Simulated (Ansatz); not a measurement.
# AlNi (Cmmm) in Ansatz: notebook

The runs below take AlNi through single point, equation of state, with LDA.

Everything below comes from runs of Ansatz 0.2.0. Logs are shortened: lines on timing, memory, paths and dates and some standing lists are left out, and cuts for length are marked.

## 1. The crystal as given

Symmetry: Cmmm, No. 65, orthorhombic system. Conventional cell: a = 3.877 Å, b = 3.906 Å, c = 3.099 Å, α = 90.00°, β = 90.00°, γ = 90.00°. Ni (site symmetry mmm) has 8 Al at 2.48 to 2.49 Å and 4 Ni at 2.75 Å as nearest neighbours. Al (site symmetry mmm) is surrounded by 8 Ni at 2.48 to 2.49 Å and 4 Al at 2.75 Å.

The cell comes from a database or a generator and needn't be the stable form of this composition.

## 2. Single point, LDA, collinear spin, ferromagnetic start, 11.03 Å³/atom (volume scaled by 0.94)

input.yaml reads:

```yaml
crystal:
  lattice:
    - [1.8991177115, -1.9133179386, 0.0]
    - [1.8991177115, 1.9133179386, 0.0]
    - [0.0, 0.0, 3.0361586134]
  atoms:
    - { symbol: Ni, position: [0.5, 0.5, 0.5], spin: 1.0 }
    - { symbol: Al, position: [0.0, 0.0, 0.0] }
hamiltonian:
  xc: lda
  pseudopotentials: { kind: paw }
magnetization:
  spin_polarized: true
kpoints:
  mp_grid: { grid: [10, 10, 9] }
scf:
  occupations: { method: fermi_dirac, width: 0.05 }
output:
  forces: true
  stress: true
  eigenvalues: true
```

Potentials or basis: Ansatz PAW.

The run is started by

```console
$ ansatz run input.yaml --threads 2 --pin off --max-ram 5632MiB --backend cpu --events-out ev --progress --plain --runs-dir out
```

Log:

```text
Warning: RAYON_NUM_THREADS=2 ignored (pool sized by the plan → 2); use --threads N
Engine: ansatz 0.2.0, x86_64-unknown-linux-gnu
Pseudopotentials: kind: paw
Pseudopotential: Ni, paw, valence charge 18, recommended cutoff 420 eV (normal), Ni.paw.azcp
Pseudopotential: Al, paw, valence charge 3, recommended cutoff 420 eV (normal), Al.paw.azcp
Functional definition: SPW92
  exchange = slater_x
  correlation = pw_c
Crystal: 2 atoms, lattice volume = 22.064 Å³
Basis set: ecut = 420 eV, 439 PW (Γ)
Bands: 15, of which v1, the nominal top of the filled ones, is band 11 counted from 1 (10 counted from 0)
Symmetry: 8 space group operations
Space group: Cmmm (ITA 65), of the structure as read, at distance tolerance 2.8e-5 Å
Magnetic group: BNS 65.481 (UNI 579), of the structure as read, at distance tolerance 2.8e-5 Å
k-points: 155 of 900
Non-local potential: Ni, projectors of the file, l = 0: 3, l = 1: 2, l = 2: 3, l = 3: 1
Non-local potential: Al, projectors of the file, l = 0: 2, l = 1: 2, l = 2: 1
PAW form: soft (Blöchl's): semilocal exchange-correlation on the pseudo side does not see the compensation charge
PAW frozen core: Ni, regenerated for the run's functional, and the local potential with it (the file was generated under x = pbe(κ = 0.804, μ = 0.2195149727645171), c = pbe(β = 0.06672455060314922))
PAW frozen core: Al, regenerated for the run's functional, and the local potential with it (the file was generated under x = pbe(κ = 0.804, μ = 0.2195149727645171), c = pbe(β = 0.06672455060314922))
PAW one-centre angular grid: Ni, 590 points (default); XC on 64 Gauss nodes
PAW one-centre angular grid: Al, 110 points (default); XC on 64 Gauss nodes
Initial density: superposition of atomic densities (chi_scale 0.1, normalization cell)
Starting moments: Σ|m| = 1 μB on 1 of 2 sites
Initial wavefunctions: pseudopotential atomic-orbital guess
Functional: x = slater, c = lda
SCF iter   1: F=—  HF=-6286.472052 eV  |F-HF|=—  |Δ(HF+E_count)|=         —  Δρ=1.17e-1 (↑1.17e-1 ↓3.61e-2)  dr2=1.31e0  dr2_m=9.93e-1  M=0.252 μB ∫|m|=0.286 μB  β_m=0.30  ethr=3.10e-3  ⟨swp⟩=4.6  Hψ=21432  notcnv=0
Mixer restart at iter 1: flushing history
preconditioner: auto → none  [metal: Δε(μ)=0.003 eV  Ē_g=9.727 eV  σ=0.050 eV  W_gap=0.02  n_scr=6 (ndim 8)  ℏωp=28.5 eV  f_vac=0.000  D(μ)=1.24/eV (n_scr^D=14)  sad-step TF]
SCF iter   2: F=—  HF=-6285.980349 eV  |F-HF|=—  |Δ(HF+E_count)|=   4.92e-1  Δρ=8.54e-2 (↑4.36e-2 ↓8.54e-2)  dr2=4.70e-1  dr2_m=8.02e-1  M=0.140 μB ∫|m|=0.152 μB  β_m=0.40  ethr=3.10e-3  ⟨swp⟩=2.1  Hψ=10163  notcnv=0  defer=34
SCF iter   3: F=—  HF=-6286.858720 eV  |F-HF|=—  |Δ(HF+E_count)|=   8.78e-1  Δρ=4.71e-2 (↑4.71e-2 ↓4.19e-2)  dr2=4.81e-2  dr2_m=3.91e-1  M=0.111 μB ∫|m|=0.120 μB  β_m=0.53  ethr=2.24e-3  ⟨swp⟩=2.7  Hψ=9008  notcnv=0  defer=40
SCF iter   4: F=—  HF=-6287.462126 eV  |F-HF|=—  |Δ(HF+E_count)|=   6.03e-1  Δρ=2.61e-2 (↑1.13e-2 ↓2.61e-2)  dr2=4.60e-2  dr2_m=6.88e-2  M=0.024 μB ∫|m|=0.030 μB  β_m=0.70  ethr=2.29e-4  ⟨swp⟩=2.8  Hψ=9907  notcnv=0  defer=44
SCF iter   5: F=—  HF=-6287.604897 eV  |F-HF|=—  |Δ(HF+E_count)|=   1.43e-1  Δρ=1.29e-3 (↑1.25e-3 ↓1.29e-3)  dr2=2.24e-4  dr2_m=2.89e-4  M=0.001 μB ∫|m|=0.002 μB  β_m=0.70  ethr=2.19e-4  ⟨swp⟩=3.2  Hψ=9480  notcnv=0  defer=44
SCF iter   6: F=—  HF=-6287.606927 eV  |F-HF|=—  |Δ(HF+E_count)|=   2.03e-3  Δρ=6.13e-4 (↑6.13e-4 ↓3.46e-4)  dr2=1.49e-4  dr2_m=6.39e-6  M=-0.000 μB ∫|m|=0.000 μB  β_m=0.85  ethr=1.07e-6  ⟨swp⟩=2.2  Hψ=9191  notcnv=0  defer=44
SCF iter   7: F=—  HF=-6287.607055 eV  |F-HF|=—  |Δ(HF+E_count)|=   1.28e-4  Δρ=5.78e-4 (↑2.85e-4 ↓5.78e-4)  dr2=1.17e-4  dr2_m=4.60e-6  M=0.000 μB ∫|m|=0.000 μB  β_m=0.86  ethr=7.09e-7  ⟨swp⟩=1.4  Hψ=5146  notcnv=0  defer=47
SCF iter   8: F=—  HF=-6287.607068 eV  |F-HF|=—  |Δ(HF+E_count)|=   1.25e-5  Δρ=1.56e-4 (↑1.09e-4 ↓1.56e-4)  dr2=2.97e-7  dr2_m=3.56e-6  M=0.000 μB ∫|m|=0.000 μB  β_m=0.81  ethr=5.56e-7  ⟨swp⟩=2.0  Hψ=5870  notcnv=0  defer=54
SCF iter   9: F=—  HF=-6287.607067 eV  |F-HF|=—  |Δ(HF+E_count)|=   2.20e-7  Δρ=2.59e-5 (↑1.92e-5 ↓2.59e-5)  dr2=1.58e-8  dr2_m=1.00e-7  M=0.000 μB ∫|m|=0.000 μB  β_m=0.91  ethr=1.41e-9  ⟨swp⟩=2.1  Hψ=6681  notcnv=0  defer=54
SCF iter  10: F=—  HF=-6287.607067 eV  |F-HF|=—  |Δ(HF+E_count)|=   7.01e-8  Δρ=1.11e-5 (↑3.09e-6 ↓1.11e-5)  dr2=3.09e-8  dr2_m=3.44e-9  M=0.000 μB ∫|m|=0.000 μB  β_m=0.86  ethr=7.54e-11  ⟨swp⟩=2.2  Hψ=6958  notcnv=0  defer=54
SCF iter  11: F=—  HF=-6287.607067 eV  |F-HF|=—  |Δ(HF+E_count)|=   3.82e-9  Δρ=1.34e-6 (↑2.75e-7 ↓1.34e-6)  dr2=2.24e-10  dr2_m=1.22e-10  M=-0.000 μB ∫|m|=0.000 μB  β_m=0.83  ethr=7.54e-11  ⟨swp⟩=2.0  Hψ=6503  notcnv=0  defer=54
SCF iter  12: F=-6287.607067 eV  HF=-6287.607067 eV  |F-HF|=1.82e-11  |Δ(HF+E_count)|=  1.13e-10  Δρ=1.81e-7 (↑1.47e-7 ↓1.81e-7)  dr2=1.74e-11  dr2_m=8.21e-14  M=-0.000 μB ∫|m|=0.000 μB  ethr=1.07e-12  ⟨swp⟩=2.1  Hψ=13434  notcnv=0
SCF 1 converged in 12 iterations: F = -6287.607067 eV  dr2 = 1.74e-11
WARN: the starting moments were not kept: the SCF closed with an absolute magnetisation of 1.0e-7 μB, where they sum to 1 μB in size (1 site). That is at most 0.1 of that sum. Measured as dr2_m measures the in/out step, that magnetisation stands 2.4e-14 eV from none, at or under the dr2_threshold of 1.0e-7 eV: it is no larger than a step whose dr2_m would equal this threshold. The system may hold no moment; this SCF shows only that its start led to no more than that. To try another start: raise the starting moments (crystal.atoms[].spin, magnetization.per_species, magnetization.initial_magnetization, or on a non-collinear deck that types none of these the spinor_matrix: blocks that start its atoms; where the total moment is fixed, keep their sum and leave initial_magnetization as it is; typed ones take the place of any that the run laid by itself, positive ones on a crystal's lanthanoids without a Hubbard term where scf.initial_density.shell_occupations: [] is typed) or, if the notice of its spin-set hold's release reads "site moments contracting" or "site moments show no strong build", lengthen the hold (scf.mixing.spin_hold: { on: { confirm: 4 } }; for m-r²SCAN on two components see the key's manual first). Each may lead to a state that holds a moment. A second SCF, from the converged charge density, with the starting moments and any scf.initial_density.shell_occupations laid on it anew, would have followed, and was not run: the deck does not ask for one (magnetization.retry_lost_moments is false, the default). To let it run, set magnetization.retry_lost_moments: true and run the deck again, where that key's refused combinations let it; where memory then withholds it, that run's warning says so.
SCF converged after 12 iterations
Magnetization: -0.0000 μB (10.5000 up, 10.5000 down)
Absolute magnetization: 0.0000 μB (∫|ρ↑−ρ↓|, with the PAW one-centre terms)
Spin contamination: 0.0000 ħ² per cell (⟨S²⟩ above its minimum at these occupations)
Per-site moments (μB) at R_I (Å): [(-8.405482978023583e-8, 1.002910670905325), (-6.758490574724448e-9, 1.002910670905325)]
Free energy (F): -6287.607067 eV
Harris-Foulkes:  -6287.607067 eV  (|F-HF|=1.82e-11)
Internal energy: -6287.599978 eV  (E = F + TS)
E sigma→0 (E₀):  -6287.603523 eV
Entropy (-TS):   -0.007090 eV (-3.545 meV/atom)
Fermi energy:    15.073531 eV
--- Per-component energies (eV) ---
  E_band       = -314.583897
  E_kinetic    = 315.078137
  E_local      = -4353.264655  (includes V_loc(G=0)·N_el)
  E_nonlocal   = 651.106555
  E_hartree    = 1874.962848
  E_xc         = -127.177566
  E_vxc        = -142.993821  (∫ρ·V_xc dr)
  E_paw        = -2009.191144  (= ΣΔE_a)
  E_vpaw       = -534.436585  (= ΣTr[D̂ρ^β])
  E_aug_tail   = 0.000413  (compensation charges beyond the density's cutoff)
  E_ewald      = -2639.604401
  E_core_change = 0.489837  (= ΣΔE_core)
  E_smearing   = -0.007090  (= −TS)
  E_closure    = -0.000000  (closes the sum)
  Σ components = -6287.607067   (vs F -6287.607067, Δ=0.00e0)
--- Forces (eV/Å), atoms counted from 1 ---
  atom   1  Ni     0.00000000     0.00000000     0.00000000
  atom   2  Al     0.00000000     0.00000000     0.00000000
  max |Σ_I F_I| component: 2.52e-29 eV/Å
--- Stress (GPa, compression-positive) ---
       10.342908       0.000000       0.000000
        0.000000       8.459616       0.000000
        0.000000       0.000000       1.066625
  P = ⅓ Tr σ = 6.6230 GPa (66.230 kbar)
--- Band table (eV; the first three rows and the last of 310) ---
  k-point 0 ↑: bands = ["-87.6110", "-48.4699", "-48.4249", "-48.4206", "3.3463", "11.3144", "11.4591", "13.2599", "13.2812", "13.6088", "18.1250", "22.4027", "22.4450", "22.5233", "23.9421"]
  k-point 1 ↑: bands = ["-87.6109", "-48.4714", "-48.4247", "-48.4205", "3.5519", "11.2208", "11.4974", "13.1994", "13.2213", "13.6144", "16.8675", "22.6593", "22.7001", "23.9025", "24.0185"]
  k-point 2 ↑: bands = ["-87.6107", "-48.4753", "-48.4245", "-48.4203", "4.1609", "10.7752", "11.5962", "13.0526", "13.0763", "13.6285", "15.0901", "23.3917", "23.4286", "23.7952", "26.4759"]
  k-point 154 ↓: bands = ["-87.6025", "-48.4729", "-48.4701", "-48.4667", "10.5204", "10.6054", "10.6373", "13.6840", "14.1686", "16.8423", "16.9033", "16.9619", "19.3858", "19.7653", "19.8660"]
```

Run time: 2.3 s. Hardware: 2 threads of Intel Xeon 6975P-C (Granite Rapids), shared host; peak memory 0.43 GiB.

Results:

| Property | Result |
| --- | --- |
| Free energy | -6287.6071 eV |
| Pressure | 6.6 GPa |
| Band gap on the k mesh | none (metal or under the smearing width) |
| Net moment | 0.00 μB per cell |
| Absolute moment | 0.00 μB per cell |

Caveat: the PAW data sets come from PBE, with cores solved anew for the run's functional, which leaves a small shift of forces and pressure; the starting moments weren't kept.

## 3. Single point, LDA, collinear spin, ferromagnetic start, 11.27 Å³/atom (volume scaled by 0.96)

input.yaml: that of step 2 with these lines changed.

```diff
@@ -2,5 +2,5 @@
   lattice:
-    - [1.8991177115, -1.9133179386, 0.0]
-    - [1.8991177115, 1.9133179386, 0.0]
-    - [0.0, 0.0, 3.0361586134]
+    - [1.9124922205, -1.9267924526, 0.0]
+    - [1.9124922205, 1.9267924526, 0.0]
+    - [0.0, 0.0, 3.0575407166]
   atoms:
```

Potentials or basis: Ansatz PAW.

The run is started by

```console
$ ansatz run input.yaml --threads 2 --pin off --max-ram 5632MiB --backend cpu --events-out ev --progress --plain --runs-dir out
```

It took 2.3 s on 2 threads of Intel Xeon 6975P-C (Granite Rapids), shared host; peak memory 0.41 GiB.

The run converged. Its results:

- Free energy: -6287.6201 eV
- Pressure: 2.3 GPa
- Band gap on the k mesh: none (metal or under the smearing width)
- Net moment: 0.00 μB per cell
- Absolute moment: 0.00 μB per cell

Caveat: the PAW data sets come from PBE, with cores solved anew for the run's functional, which leaves a small shift of forces and pressure; the starting moments weren't kept.

## 4. Single point, LDA, collinear spin, ferromagnetic start, 11.50 Å³/atom (volume scaled by 0.98)

input.yaml: that of step 3 with these lines changed.

```diff
@@ -2,5 +2,5 @@
   lattice:
-    - [1.9124922205, -1.9267924526, 0.0]
-    - [1.9124922205, 1.9267924526, 0.0]
-    - [0.0, 0.0, 3.0575407166]
+    - [1.9256822388, -1.9400810963, 0.0]
+    - [1.9256822388, 1.9400810963, 0.0]
+    - [0.0, 0.0, 3.0786278706]
   atoms:
```

The run is started by

```console
$ ansatz run input.yaml --threads 2 --pin off --max-ram 5632MiB --backend cpu --events-out ev --progress --plain --runs-dir out
```

It took 2.3 s on 2 threads of Intel Xeon 6975P-C (Granite Rapids), shared host; peak memory 0.42 GiB.

Results (log left out):

| Property | Result |
| --- | --- |
| Free energy | -6287.6211 eV |
| Pressure | -1.5 GPa |
| Band gap on the k mesh | none (metal or under the smearing width) |
| Net moment | 0.00 μB per cell |
| Absolute moment | 0.00 μB per cell |

Caveat: the PAW data sets come from PBE, with cores solved anew for the run's functional, which leaves a small shift of forces and pressure; the starting moments weren't kept.

## 5. Single point, LDA, collinear spin, ferromagnetic start, 11.74 Å³/atom

input.yaml: that of step 4 with these lines changed.

```diff
@@ -2,5 +2,5 @@
   lattice:
-    - [1.9256822388, -1.9400810963, 0.0]
-    - [1.9256822388, 1.9400810963, 0.0]
-    - [0.0, 0.0, 3.0786278706]
+    - [1.938694, -1.95319015, 0.0]
+    - [1.938694, 1.95319015, 0.0]
+    - [0.0, 0.0, 3.0994300413]
   atoms:
@@ -21 +21,5 @@
   eigenvalues: true
+  write_density: true
+  write_potential: true
+  elf: true
+  volumetric_format: npy
```

The run is started by

```console
$ ansatz run input.yaml --threads 2 --pin off --max-ram 5632MiB --backend cpu --events-out ev --progress --plain --runs-dir out
```

It took 3.2 s on 2 threads of Intel Xeon 6975P-C (Granite Rapids), shared host; peak memory 0.42 GiB.

The run converged. Its results:

* Free energy: -6287.6115 eV
* Pressure: -5.0 GPa
* Band gap on the k mesh: none (metal or under the smearing width)
* Net moment: 0.00 μB per cell
* Absolute moment: 0.00 μB per cell

Caveat: the PAW data sets come from PBE, with cores solved anew for the run's functional, which leaves a small shift of forces and pressure; the starting moments weren't kept.

## 6. Single point, LDA, collinear spin, ferromagnetic start, 11.97 Å³/atom (volume scaled by 1.02)

input.yaml: that of step 5 with these lines changed.

```diff
@@ -2,5 +2,5 @@
   lattice:
-    - [1.938694, -1.95319015, 0.0]
-    - [1.938694, 1.95319015, 0.0]
-    - [0.0, 0.0, 3.0994300413]
+    - [1.9515334073, -1.9661255611, 0.0]
+    - [1.9515334073, 1.9661255611, 0.0]
+    - [0.0, 0.0, 3.1199566663]
   atoms:
@@ -21,5 +21 @@
   eigenvalues: true
-  write_density: true
-  write_potential: true
-  elf: true
-  volumetric_format: npy
```

Potentials or basis: Ansatz PAW.

The run is started by

```console
$ ansatz run input.yaml --threads 2 --pin off --max-ram 5632MiB --backend cpu --events-out ev --progress --plain --runs-dir out
```

It took 2.5 s on 2 threads of Intel Xeon 6975P-C (Granite Rapids), shared host; peak memory 0.42 GiB.

It converged, with:

- Free energy: -6287.5923 eV
- Pressure: -8.1 GPa
- Band gap on the k mesh: none (metal or under the smearing width)
- Net moment: 0.00 μB per cell
- Absolute moment: 0.00 μB per cell

Caveat: the PAW data sets come from PBE, with cores solved anew for the run's functional, which leaves a small shift of forces and pressure; the starting moments weren't kept.

## 7. Single point, LDA, collinear spin, ferromagnetic start, 12.21 Å³/atom (volume scaled by 1.04)

input.yaml: that of step 6 with these lines changed.

```diff
@@ -2,5 +2,5 @@
   lattice:
-    - [1.9515334073, -1.9661255611, 0.0]
-    - [1.9515334073, 1.9661255611, 0.0]
-    - [0.0, 0.0, 3.1199566663]
+    - [1.9642060572, -1.9788929679, 0.0]
+    - [1.9642060572, 1.9788929679, 0.0]
+    - [0.0, 0.0, 3.1402166928]
   atoms:
```

The run is started by

```console
$ ansatz run input.yaml --threads 2 --pin off --max-ram 5632MiB --backend cpu --events-out ev --progress --plain --runs-dir out
```

Wall time 3 s (2 threads of Intel Xeon 6975P-C (Granite Rapids), shared host); peak memory 0.43 GiB.

It converged, with:

```yaml
Free_energy: -6287.5646 eV
Pressure: -10.8 GPa
Band_gap_on_the_k_mesh: none (metal or under the smearing width)
Net_moment: 0.00 μB per cell
Absolute_moment: 0.00 μB per cell
```

Caveat: the PAW data sets come from PBE, with cores solved anew for the run's functional, which leaves a small shift of forces and pressure; the starting moments weren't kept.

## 8. Single point, LDA, collinear spin, ferromagnetic start, 12.44 Å³/atom (volume scaled by 1.06)

input.yaml: that of step 7 with these lines changed.

```diff
@@ -2,5 +2,5 @@
   lattice:
-    - [1.9642060572, -1.9788929679, 0.0]
-    - [1.9642060572, 1.9788929679, 0.0]
-    - [0.0, 0.0, 3.1402166928]
+    - [1.9767172612, -1.9914977216, 0.0]
+    - [1.9767172612, 1.9914977216, 0.0]
+    - [0.0, 0.0, 3.1602186123]
   atoms:
```

The run is started by

```console
$ ansatz run input.yaml --threads 2 --pin off --max-ram 5632MiB --backend cpu --events-out ev --progress --plain --runs-dir out
```

Wall time 3.2 s (2 threads of Intel Xeon 6975P-C (Granite Rapids), shared host); peak memory 0.43 GiB.

Results (log left out):

| Quantity | Value |
| --- | --- |
| Free energy | -6287.5292 eV |
| Pressure | -13.3 GPa |
| Band gap on the k mesh | none (metal or under the smearing width) |
| Net moment | 0.00 μB per cell |
| Absolute moment | 0.00 μB per cell |

Caveat: the PAW data sets come from PBE, with cores solved anew for the run's functional, which leaves a small shift of forces and pressure; the starting moments weren't kept.

## 9. Equation of state, LDA, collinear spin, ferromagnetic start

Potentials or basis: Ansatz PAW.

No new run: the results of the series are fitted here.

Results:

- Equilibrium volume: 11.41 Å³/atom
- Bulk modulus at fixed shape and positions: 185 GPa
- Pressure derivative of the bulk modulus: 4.4

Energy against volume, from the lowest point:
| volume (Å³/atom) | energy (meV/atom) |
| --- | --- |
| 11.032 | 7.04 |
| 11.267 | 0.53 |
| 11.502 | 0.00 |
| 11.736 | 4.81 |
| 11.971 | 14.39 |
| 12.206 | 28.26 |
| 12.441 | 45.96 |

Caveat: the cell was scaled at fixed shape and fractional positions, which overstates the stiffness of a crystal with free parameters, most of all of layers and chains.
